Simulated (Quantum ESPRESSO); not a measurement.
## HgTe: zone-centre phonons under several settings

```
Hg Te
1.0
    -3.04560    3.04560    1.55941
     3.04560   -3.04560    1.55941
     3.04560    3.04560   -1.55941
Hg Te
1 1
Direct
  0.75000 0.25000 0.50000
  0.00000 0.00000 0.00000
```

Measurements of this composition are mostly on another form, of space group No. 216.

All runs used Quantum ESPRESSO 7.5; k mesh 10 × 10 × 10; relaxed cell; no spin polarisation; cutoff 612 eV.

```csv
level,potentials,occupations,volume (Å³/atom),lowest optical mode without the field (cm⁻¹),highest optical mode without the field (cm⁻¹)
PBEsol,GBRV 1.5 PBEsol,"cold, width 0.272 eV",26.65,17,99
PBE,GBRV 1.5 PBE,"cold, width 0.2 eV",28.63,18i,85
LDA,GBRV 1.5 LDA,"gaussian, width 0.272 eV",?,?,?
```

Task: What stands in the row left open?

Result: Volume 25.88 Å³/atom; lowest optical mode without the field 21 cm⁻¹; highest optical mode without the field 104 cm⁻¹.

Values marked i are imaginary: the cell is unstable against those modes at that level, or the meshes are too thin.

Caveats: some modes are imaginary (some runs).
